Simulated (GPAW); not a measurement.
CdSe:

```xyz
2
Lattice="0.0000 3.0703 3.0703 3.0703 0.0000 3.0703 3.0703 3.0703 0.0000" Properties=species:S:1:pos:R:3 pbc="T T T"
Cd    0.0000    0.0000    0.0000
Se    4.6054    4.6054    4.6054
```

Measurements of this composition are mostly on another form, of space group No. 186.

Program: GPAW 26.7.0. Alike in all runs: cell as given; smearing fermi-dirac 0.05 eV.

Q: Order these runs on this cell by their band gap on the k mesh, lowest first.
A. level YS-PBE0; potentials or basis GPAW PAW data sets (gpaw-data 1.2.1), pw; spin off; k mesh 4 × 4 × 4; cutoff (eV) 450; maxiter 60; mesh quality coarse
B. level OLYP; potentials or basis PAW data sets generated in the run's folder for this functional, pw; spin SOC, no magnetisation; k mesh 6 × 6 × 6; cutoff (eV) 600; maxiter 150; band path GXWKGLUWLK,UX; band points 60; spin axis theta (degrees) 54.7; mesh quality not flagged
C. level PBE; potentials or basis JTH PAW 2.0, PBE, pw; spin off; k mesh 6 × 6 × 6; cutoff (eV) 600; maxiter 150; band path GXWKGLUWLK,UX; band points 60; data set Cd jth, Se jth; mesh quality not flagged
D. level WC; potentials or basis PAW data sets generated in the run's folder for this functional, pw; spin SOC, no magnetisation; k mesh 6 × 6 × 6; cutoff (eV) 600; maxiter 150; band path GXWKGLUWLK,UX; band points 60; spin axis theta (degrees) 54.7; mesh quality not flagged
E. level BHandHLYP; potentials or basis GPAW PAW data sets (gpaw-data 1.2.1), pw; spin off; k mesh 4 × 4 × 4; cutoff (eV) 450; maxiter 60; mesh quality coarse

A: D (0.26 eV), C (0.55 eV), B (0.89 eV), A (1.32 eV), E (3.75 eV).

Caveats: some runs use coarse meshes; exact exchange converges slowly with the k mesh, and this mesh is small (some runs); spin-orbit coupling was added after a scalar SCF, so levels and gaps hold it while energy, forces, pressure and moments don't (some runs); this program's spin-orbit splittings come out too wide for heavy elements (some runs); the program truncates these outside data sets (some runs).

